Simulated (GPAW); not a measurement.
Si2Mo:

```
CELL_PARAMETERS angstrom
-1.60000 1.60000 3.93050
1.60000 -1.60000 3.93050
1.60000 1.60000 -3.93050
ATOMIC_POSITIONS crystal
Mo 0.00000 0.00000 0.00000
Si 0.66700 0.66700 0.00000
Si 0.33300 0.33300 0.00000
```

```yaml
Program: GPAW 26.7.0
Task: relaxation of cell and atoms
Functional: PBE
Dispersion: D3
Potentials_or_basis: GPAW PAW data sets (gpaw-data 1.2.1)
Cutoff: 600 eV
Basis: pw
k_mesh: 7 × 7 × 7
Occupations: fermi-dirac, width 0.05 eV
Spin: no spin polarisation
```

At the start: pressure -2.4 GPa; volume 13.42 Å³/atom.

Problem. How do energy, volume and symmetry change on relaxing?

Solution. Over 5 steps the energy falls by 2.2 meV/atom and the volume is 13.29 Å³/atom (-1.0 %); space group I4/mmm (No. 139, to 0.05 Å).

The path:
```
step  energy change (eV)  largest force (eV/Å)  pressure (GPa)  volume (Å³)
   1              0.0000                0.2740           -2.37        40.25
   2             -0.0034                0.1930           -1.70        40.13
   3             -0.0067                0.0130            0.02        39.85
   4             -0.0067                0.0044           -0.03        39.86
   5             -0.0067                0.0011           -0.03        39.86
```

Final structure:
```xyz
3
Lattice="-1.5960 1.5960 3.9123 1.5960 -1.5960 3.9123 1.5960 1.5960 -3.9123" Properties=species:S:1:pos:R:3 pbc="T T T"
Mo    0.0000    0.0000    0.0000
Si    0.0000    0.0000    5.2062
Si    0.0000    0.0000    2.6184
```

Caveat: the k mesh is coarse (spacing up to 0.40 Å⁻¹), so the values aren't converged; later steps reuse the first step's grids; pairwise dispersion overbinds metals, which lowers pressure and volume.
